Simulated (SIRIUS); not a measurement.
Write the native input for SIRIUS 7.10.0 that does the following.

| Item | Value |
| --- | --- |
| Task | single point |
| Functional | PBE |
| Potentials or basis | SPMS 1.0 PBE (norm-conserving) |
| Cutoff | 1102 eV |
| Density cutoff | 4408 eV |
| k mesh | 12 × 12 × 12 |
| Occupations | fermi-dirac, width 0.05 eV |
| Spin | no spin polarisation |
| Libxc names | ["XC_GGA_X_PBE", "XC_GGA_C_PBE"] |
| Energy tol | 1e-08 Ha |
| Density tol | 1e-06 |
| Mixer | anderson |
| Mixing beta | 0.7 |
| Max scf | 100 |
| Radial cutoff for the potentials' integrals | 6.5 bohr |

Mo:

```
CELL_PARAMETERS angstrom
-1.58381 1.58381 1.58381
1.58381 -1.58381 1.58381
1.58381 1.58381 -1.58381
ATOMIC_POSITIONS crystal
Mo 0.00000 0.00000 0.00000
```

One way to write it, as run:

sirius.json

```json
{
  "control": {
    "processing_unit": "cpu",
    "verbosity": 2,
    "num_bands_to_print": 14,
    "print_forces": true,
    "print_stress": true
  },
  "parameters": {
    "electronic_structure_method": "pseudopotential",
    "xc_functionals": ["XC_GGA_X_PBE", "XC_GGA_C_PBE"],
    "gk_cutoff": 9.0,
    "pw_cutoff": 18.0,
    "ngridk": [12, 12, 12],
    "shiftk": [0, 0, 0],
    "smearing": "fermi_dirac",
    "smearing_width": 0.0018374661,
    "num_bands": 14,
    "num_mag_dims": 0,
    "num_dft_iter": 100,
    "energy_tol": 1e-08,
    "density_tol": 1e-06
  },
  "iterative_solver": {
    "type": "davidson",
    "min_tolerance": 1e-09,
    "tolerance_scale": [0.1, 0.25]
  },
  "mixer": {
    "type": "anderson",
    "beta": 0.7,
    "max_history": 8
  },
  "settings": {
    "tol_ne": 1e-10,
    "pseudo_grid_cutoff": 6.5
  },
  "unit_cell": {
    "lattice_vectors": [
      [-2.992965190616, 2.992965190616, 2.992965190616],
      [2.992965190616, -2.992965190616, 2.992965190616],
      [2.992965190616, 2.992965190616, -2.992965190616]
    ],
    "atom_coordinate_units": "lattice",
    "atom_types": ["Mo"],
    "atom_files": {
      "Mo": "Mo.json"
    },
    "atoms": {
      "Mo": [
        [0.0, 0.0, 0.0]
      ]
    }
  }
}
```

Potentials or basis: SPMS 1.0 PBE (norm-conserving).

Launch:

```console
$ upf_to_json 42_Mo_14_2.0_2.6_pbe_n_v1.0.upf
$ OMP_NUM_THREADS=1 sirius.scf --input=sirius.json --output=out.json --task=0
```

It gave:

```yaml
Pressure: -1.6 GPa
Band_gap_on_the_k_mesh: none (metal or under the smearing width)
```

It took 22 s on 1 thread of Arm Neoverse V1, with other jobs on the host, peak memory 0.28 GiB.
